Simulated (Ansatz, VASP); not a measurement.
## One calculation of MoS2, two programs

Contents of INCAR:

```
SYSTEM = MoS2
  ALGO = Normal
  EDIFF = 1E-6
  ENCUT = 520
  GGA = PE
  ISIF = 2
  ISMEAR = 0
  IVDW = 12
  LASPH = .TRUE.
  LCHARG = .TRUE.
  LELF = .TRUE.
  LREAL = .FALSE.
  LVHAR = .TRUE.
  LWAVE = .FALSE.
  NBANDS = 35
  NELM = 60
  PREC = Accurate
  SIGMA = 0.05
```

KPOINTS

```
k-points
0
G
  12 12 4
  0 0 0
```

The input POSCAR:

```
MoS2
1.0
    3.1493579417      0.0000000000      0.0000000000
   -1.5746789709      2.7274239831      0.0000000000
    0.0000000000      0.0000000000     12.0917670417
Mo S
2 4
Direct
    0.3333333333      0.6666666667      0.2500000000
    0.6666666667      0.3333333333      0.7500000000
    0.3333333333      0.6666666667      0.6171887644
    0.6666666667      0.3333333333      0.1171887644
    0.3333333333      0.6666666667      0.8828112356
    0.6666666667      0.3333333333      0.3828112356
```

Input for Ansatz:

```yaml
crystal:
  lattice:
    - [3.1493579417, 0.0, 0.0]
    - [-1.5746789709, 2.7274239831, 0.0]
    - [0.0, 0.0, 12.0917670417]
  atoms:
    - { symbol: Mo, position: [0.3333333333, 0.6666666667, 0.25] }
    - { symbol: Mo, position: [0.6666666667, 0.3333333333, 0.75] }
    - { symbol: S, position: [0.3333333333, 0.6666666667, 0.6171887644] }
    - { symbol: S, position: [0.6666666667, 0.3333333333, 0.1171887644] }
    - { symbol: S, position: [0.3333333333, 0.6666666667, 0.8828112356] }
    - { symbol: S, position: [0.6666666667, 0.3333333333, 0.3828112356] }
basis:
  ecutwfc: 420
kpoints:
  mp_grid: { grid: [12, 12, 4] }
hamiltonian:
  xc: pbe
  pseudopotentials: { kind: paw, azcp: { folder: soft_1 } }
  dispersion: d3bj
scf:
  occupations: { method: gaussian, width: 0.05 }
output:
  forces: true
  stress: true
  eigenvalues: true
```

Change from the starting cell: mode 10 frozen in at +0.000 Å and mode 16 at -0.040 Å (largest displacements).

Alike in both runs: task single point; functional PBE; dispersion D3(BJ); k mesh 12 × 12 × 4; occupations gaussian, width 0.05 eV; no spin polarisation.

|  | VASP | Ansatz |
| --- | --- | --- |
| version | VASP 6.6.1 | Ansatz 0.2.0 |
| potentials or method | VASP PAW PBE potentials, release 64 (Mo_sv, S) | scalar-relativistic, plane waves, PAW |
| plane-wave cutoff (eV) | 520 | 420 |
| valence electrons in the cell | 52 | 52 |

|  | VASP | Ansatz | Ansatz less VASP |
| --- | --- | --- | --- |
| gap on the k mesh at the Fermi level (eV) | 0.76 | 0.74 | -0.015 |
| least direct gap on the mesh (eV) | 1.75 | 1.75 | -0.004 |
| pressure (GPa) | -3.9 | -3.8 | +0.14 |
| largest component of the traceless stress (GPa) | 2.96 | 2.92 | -0.038 |
| rms of the force components (eV/Å) | 0.363 | 0.357 | -0.0054 |

Atom by atom the forces differ by 0.005 eV/Å (rms over components).

A k mesh can miss the band edges.
